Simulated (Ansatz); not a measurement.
# AlNi (Pm-3m) in Ansatz: further runs, part 2 of 2

Ansatz 0.2.0. Earlier steps stand in the parts before.

## 6. Relaxation of cell and atoms, PBEsol, collinear spin, ferromagnetic start, target pressure 30 GPa, at which the enthalpy is minimised

Input file input.yaml:

```yaml
crystal:
  lattice:
    - [2.881, 0.0, 0.0]
    - [0.0, 2.881, 0.0]
    - [0.0, 0.0, 2.881]
  atoms:
    - { symbol: Ni, position: [0.5, 0.5, 0.5], spin: 1.0 }
    - { symbol: Al, position: [0.0, 0.0, 0.0] }
hamiltonian:
  xc: pbesol
  pseudopotentials: { kind: paw }
magnetization:
  spin_polarized: true
kpoints:
  mp_grid: { grid: [9, 9, 9] }
scf:
  occupations: { method: fermi_dirac, width: 0.05 }
output:
  forces: true
  stress: true
  eigenvalues: true
relax:
  f_tol: 0.01
  max_steps: 40
  cell: { stress_tol: 0.05, p_target: 30.0 }
```

Potentials or basis: Ansatz PAW.

On the command line:

```sh
ansatz run input.yaml --threads 2 --pin off --max-ram 5632MiB --backend cpu --events-out ev --progress --plain --runs-dir out
```

Output:

```text
Warning: RAYON_NUM_THREADS=2 ignored (pool sized by the plan → 2); use --threads N
Engine: ansatz 0.2.0, aarch64-unknown-linux-gnu
Pseudopotentials: kind: paw
Pseudopotential: Ni, paw, valence charge 18, recommended cutoff 420 eV (normal), Ni.paw.azcp
Pseudopotential: Al, paw, valence charge 3, recommended cutoff 420 eV (normal), Al.paw.azcp
Functional definition: PBEsol
  exchange = pbesol_x
  correlation = pbesol_c
Crystal: 2 atoms, lattice volume = 23.913 Å³
Basis set: ecut = 420 eV, 461 PW (Γ), exchange–correlation on 40×40×40 points (8 copies of the dense FFT grid, shifted against one another)
Bands: 15, of which v1, the nominal top of the filled ones, is band 11 counted from 1 (10 counted from 0)
Symmetry: 48 space group operations
Space group: Pm-3m (ITA 221), of the structure as read, at distance tolerance 2.9e-5 Å
Magnetic group: BNS 221.92 (UNI 1594), of the structure as read, at distance tolerance 2.9e-5 Å
k-points: 35 of 729
Non-local potential: Ni, projectors of the file, l = 0: 3, l = 1: 2, l = 2: 3, l = 3: 1
Non-local potential: Al, projectors of the file, l = 0: 2, l = 1: 2, l = 2: 1
PAW form: soft (Blöchl's): semilocal exchange-correlation on the pseudo side does not see the compensation charge
PAW frozen core: Ni, regenerated for the run's functional, and the local potential with it (the file was generated under x = pbe(κ = 0.804, μ = 0.2195149727645171), c = pbe(β = 0.06672455060314922))
PAW frozen core: Al, regenerated for the run's functional, and the local potential with it (the file was generated under x = pbe(κ = 0.804, μ = 0.2195149727645171), c = pbe(β = 0.06672455060314922))
PAW one-centre angular grid: Ni, 590 points (default); XC on 64 Gauss nodes
PAW one-centre angular grid: Al, 110 points (default); XC on 64 Gauss nodes
Initial density: superposition of atomic densities (chi_scale 0.1, normalization cell)
Starting moments: Σ|m| = 1 μB on 1 of 2 sites
Initial wavefunctions: pseudopotential atomic-orbital guess
Functional: x = pbesol(κ = 0.804, μ = 0.12345679012345678), c = pbesol(β = 0.046)
SCF iter   1: F=—  HF=-6329.541523 eV  |F-HF|=—  |Δ(HF+E_count)|=         —  Δρ=5.70e-2 (↑5.70e-2 ↓3.02e-2)  dr2=8.80e-1  dr2_m=1.31e-1  M=0.601 μB ∫|m|=0.761 μB  β_m=0.30  ethr=3.10e-3  ⟨swp⟩=4.3  Hψ=4756  notcnv=0
Mixer restart at iter 1: flushing history
preconditioner: auto → none  [metal: Δε(μ)=0.005 eV  Ē_g=9.240 eV  σ=0.050 eV  W_gap=0.03  n_scr=6 (ndim 8)  ℏωp=27.4 eV  f_vac=0.000  D(μ)=1.73/eV (n_scr^D=18)  sad-step TF]
SCF iter   2: F=—  HF=-6329.288306 eV  |F-HF|=—  |Δ(HF+E_count)|=   2.53e-1  Δρ=4.95e-2 (↑1.69e-2 ↓4.95e-2)  dr2=3.99e-1  dr2_m=1.94e-1  M=0.476 μB ∫|m|=0.613 μB  β_m=0.31  ethr=3.10e-3  ⟨swp⟩=2.5  Hψ=2222  notcnv=0  defer=12
SCF iter   3: F=—  HF=-6329.841020 eV  |F-HF|=—  |Δ(HF+E_count)|=   5.53e-1  Δρ=3.41e-2 (↑2.43e-2 ↓3.41e-2)  dr2=9.69e-2  dr2_m=1.74e-1  M=0.421 μB ∫|m|=0.558 μB  β_m=0.22  ethr=1.90e-3  ⟨swp⟩=2.5  Hψ=1767  notcnv=0  defer=15
SCF iter   4: F=—  HF=-6330.374885 eV  |F-HF|=—  |Δ(HF+E_count)|=         —  Δρ=6.49e-2 (↑5.08e-2 ↓6.49e-2)  dr2=8.25e-2  dr2_m=7.28e-1  M=0.090 μB ∫|m|=0.145 μB  β_m=0.65  ethr=4.61e-4  ⟨swp⟩=2.2  Hψ=1863  notcnv=0  defer=16
Mixer restart at iter 4: flushing history
SCF iter   5: F=—  HF=-6330.761765 eV  |F-HF|=—  |Δ(HF+E_count)|=   3.87e-1  Δρ=3.06e-2 (↑3.06e-2 ↓2.45e-2)  dr2=5.93e-3  dr2_m=1.66e-1  M=0.040 μB ∫|m|=0.072 μB  β_m=0.83  ethr=3.93e-4  ⟨swp⟩=3.1  Hψ=2193  notcnv=0  defer=17
[... 94 lines left out ...]
Internal energy: -6330.619279 eV  (E = F + TS)
E sigma→0 (E₀):  -6330.622034 eV
Entropy (-TS):   -0.005510 eV (-2.755 meV/atom)
Fermi energy:    16.681349 eV
--- Per-component energies (eV) ---
  E_band       = -289.777156
  E_kinetic    = 317.711363
  E_local      = -4232.008809  (includes V_loc(G=0)·N_el)
  E_nonlocal   = 648.342275
  E_hartree    = 1825.911896
  E_xc         = -128.426821
  E_vxc        = -144.395835  (∫ρ·V_xc dr)
  E_paw        = -2052.186715  (= ΣΔE_a)
  E_vpaw       = -531.250693  (= ΣTr[D̂ρ^β])
  E_aug_tail   = 0.000525  (compensation charges beyond the density's cutoff)
  E_ewald      = -2710.179421
  E_core_change = 0.216428  (= ΣΔE_core)
  E_smearing   = -0.005510  (= −TS)
  E_closure    = 0.000000  (closes the sum)
  Σ components = -6330.624789   (vs F -6330.624789, Δ=0.00e0)
--- Forces (eV/Å), atoms counted from 1 ---
  atom   1  Ni     0.00000000     0.00000000     0.00000000
  atom   2  Al     0.00000000    -0.00000000     0.00000000
  max |Σ_I F_I| component: 2.71e-29 eV/Å
--- Stress (GPa, compression-positive) ---
       29.986519      -0.000000      -0.000000
       -0.000000      29.986519       0.000000
       -0.000000       0.000000      29.986519
  P = ⅓ Tr σ = 29.9865 GPa (299.865 kbar)
--- Band table (eV; the first three rows and the last of 70) ---
  k-point 0 ↑: bands = ["-86.7749", "-47.3224", "-47.3224", "-47.3224", "4.3092", "12.5575", "12.5575", "14.7329", "14.7329", "14.7329", "22.7678", "22.7678", "22.7678", "25.2232", "25.2232"]
  k-point 1 ↑: bands = ["-86.7746", "-47.3276", "-47.3221", "-47.3221", "4.5619", "12.5432", "12.6235", "14.6158", "14.6158", "14.7462", "20.7093", "23.0945", "23.0945", "25.2027", "27.0963"]
  k-point 2 ↑: bands = ["-86.7737", "-47.3405", "-47.3211", "-47.3211", "5.3083", "12.3460", "12.7962", "14.3417", "14.3417", "14.7800", "18.1694", "24.0040", "24.0040", "25.1449", "29.1371"]
  k-point 34 ↓: bands = ["-86.7660", "-47.3569", "-47.3569", "-47.3569", "11.5352", "11.7649", "11.7649", "15.2376", "15.2376", "17.2125", "18.4885", "18.4885", "21.3823", "22.1527", "22.1527"]
--- Relaxed structure (5 steps of the walk, 5 accepted, 1 SCFs on fresh bases) ---
  F+E_penalty+E_count = -6330.62478882 eV   max|allowed force component| = 1.170e-29 eV/Å   (the final SCF, on the basis selected at the relaxed cell)
  cell:  # Å, volume = 20.5726 Å³
    - [2.740079478910321, 7.382731453484404e-34, 5.135813185032629e-34]
    - [7.382731453484404e-34, 2.740079478910321, 0.0]
    - [1.2839532962581572e-34, 0.0, 2.740079478910321]
  atoms:
    - { symbol: Ni, position: [0.49999999999999994, 0.49999999999999994, 0.49999999999999994] }
    - { symbol: Al, position: [-1.7826494915073195e-33, 3.4832837781416744e-48, 8.913247457536669e-35] }
```

Wall time 7.9 s (2 threads of Arm Neoverse V1, shared host); peak memory 0.29 GiB.

What came out:

```yaml
Free_energy: -6330.6248 eV
Relaxed_volume: 10.29 Å³/atom
Relaxed_cell: a = 2.740 Å, b = 2.740 Å, c = 2.740 Å, α = 90.00°, β = 90.00°, γ = 90.00°
Space_group_after_relaxing_to_0.05_Å: Pm-3m (No. 221)
Energy_change_on_relaxing_the_enthalpy_is_what_falls: +116.8 meV/atom
Ionic_steps: 6
Pressure_after_relaxing: 30.0 GPa
Band_gap_on_the_k_mesh: none (metal or under the smearing width)
Net_moment: 0.00 μB per cell
Absolute_moment: 0.00 μB per cell
```

Step by step:
```csv
step,energy change (eV),largest force (eV/Å),volume (Å³)
1,0.0000,0.0000,23.91
2,0.1464,0.0000,21.10
3,0.2561,0.0000,20.45
4,0.2318,0.0000,20.58
5,0.2326,0.0000,20.57
6,0.2336,0.0000,20.57
```

Final structure:
```yaml
crystal:
  lattice:
    - [2.74008, 0.00000, 0.00000]
    - [0.00000, 2.74008, 0.00000]
    - [0.00000, 0.00000, 2.74008]
  atoms:
    - { symbol: Ni, position: [0.50000, 0.50000, 0.50000] }
    - { symbol: Al, position: [0.00000, 0.00000, 0.00000] }
```

Caveat: the plane-wave basis is chosen anew once the cell has moved, so the energies of steps on either side of that aren't comparable; the PAW data sets come from PBE, with cores solved anew for the run's functional, which leaves a small shift of forces and pressure; the starting moments weren't kept.

## 7. Summary

| cell | target pressure (GPa) | gap on the mesh (eV) | pressure (GPa) | moment (μB) |
| --- | --- | --- | --- | --- |
| relaxed to 2 GPa | 2 | none | 2.0 | 0.00 |
| relaxed to 5 GPa | 5 | none | 5.0 | 0.00 |
| relaxed to 10 GPa | 10 | none | 10.0 | 0.00 |
| relaxed to 20 GPa | 20 | none | 20.0 | 0.00 |
| relaxed to 30 GPa | 30 | none | 30.0 | 0.00 |

Alike in all rows: task relaxation of cell and atoms; level PBEsol; potentials or basis Ansatz PAW; spin collinear, ferromagnetic start; k mesh 9 × 9 × 9; cutoff (eV) 420; smearing fermi-dirac 0.05 eV.

Caveats: the plane-wave basis is chosen anew once the cell has moved, so the energies of steps on either side of that aren't comparable; the PAW data sets come from PBE, with cores solved anew for the run's functional, which leaves a small shift of forces and pressure; the starting moments weren't kept.

Absolute energies hang on the potentials; compare differences alone.
